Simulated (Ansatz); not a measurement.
KF: moving K off its site

KF, Fm-3m, a = 5.347 Å (as given, not relaxed at this level: 1.3 GPa). Ansatz: PBE, PAW, 420 eV, Γ-centred 8×8×8 mesh on 2 atoms, Gaussian smearing 0.05 eV; no spin polarisation.

```
K F
1.0
     0.00000    2.67350    2.67350
     2.67350    0.00000    2.67350
     2.67350    2.67350    0.00000
K F
1 1
Direct
  0.00000 0.00000 0.00000
  0.50000 0.50000 0.50000
```

Atom 1 (K) moves by x along the unit vector (1.000, 0.000, 0.000), with its periodic images; all else is held. y is the free energy of the cell over the start, F the force along the path summed over the moved atoms. Symmetry makes y even in x.

| x (Å) | y (meV) | F (eV/Å) |
| --- | --- | --- |
| -0.200 | ? | ? |
| -0.100 | 8.05 | 0.16 |
| 0.000 | 0.00 | 0.00 |
| 0.025 | 0.49 | -0.04 |
| 0.050 | 1.98 | -0.08 |
| 0.075 | 4.48 | -0.12 |
| 0.125 | 12.75 | -0.21 |
| 0.150 | 18.64 | -0.26 |
| 0.175 | 25.84 | -0.32 |

**Question.** Fit y = c2 x² + c4 x⁴ to the energies of the other rows, give the force constant, and predict energy and force of the missing row.

**Answer.** Least squares on the rows shown. y = 786.47 x² + 1870.1 x⁴. The force constant is 2 c2 = 1.57 eV/Å² (for all images moving together, not for a lone atom). With two atoms in a cubic cell this is the optical mode at Γ without the LO field: ω = 521.5 √(2 c2/μ) = 183 cm⁻¹ for μ = 12.79 u. The force −dy/dx at the missing row is 0.37 eV/Å (computed 0.38). At x = -0.200 the fit asked for gives 34.45 meV. The run gave 34.47 meV, so the fit is 0.02 meV too low, a small miss on the scale of the series.